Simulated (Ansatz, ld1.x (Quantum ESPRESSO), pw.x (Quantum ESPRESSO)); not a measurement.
Which Zr potential is closest to all-electron in the fcc crystal?

All use PBE, scalar-relativistic, no spin, cutoffs from each file’s atomic test, pw.x 7.5; 13³ k-points, Fermi–Dirac smearing 0.01 Ry. Δ is the rms difference from all-electron LAPW of the E(V) curves that follow from fits to the pressures, over ±6 % in volume. Mesh and smearing are coarse and serve the comparison alone. The files are a selection: those with a ghost or negative overlap were mostly not run, and those with noisy or unconverged pressures or nearly equal Δ are left out.

All-electron: a0 = 4.534 Å (V0 = 23.31 Å³/atom), B0 = 89.0 GPa.

Question: Rank them by Δ, smallest first.
A. norm-conserving Troullier–Martins (Kleinman–Bylander form), ld1.x (Quantum ESPRESSO) 7.5, PBE; core [Kr], reference 4d2 5s1.5 5p0; waves: 5s (bound): rc 2.25 bohr; 5p (bound, empty): rc 3.40 bohr; 4d (bound): rc 2.90 bohr; local part: all-electron potential smoothed inside 3.05 bohr (lloc = -1); core correction: a·sin(br)/r model core inside 2.00 bohr.
B. norm-conserving RRKJ (Kleinman–Bylander form), ld1.x (Quantum ESPRESSO) 7.5, PBE; core [Kr], reference 4d2 5s2 5p0; waves: 5p (bound, empty): rc 4.20 bohr; 4d (bound): rc 2.30 bohr; 5s (bound): rc 2.25 bohr; local part: the s channel; core correction: a·sin(br)/r model core inside 2.15 bohr; rho0 0.01.
C. norm-conserving Troullier–Martins (Kleinman–Bylander form), ld1.x (Quantum ESPRESSO) 7.5, PBE; core [Kr], reference 4d2.5 5s1.5 5p0; waves: 5p (bound, empty): rc 4.15 bohr; 4d (bound): rc 1.85 bohr; 5s (bound): rc 3.15 bohr; local part: the s channel; core correction: Bessel-smoothed model core inside 1.10 bohr.

Answer: B (2.2 meV/atom), A (4.5 meV/atom), C (18.3 meV/atom).
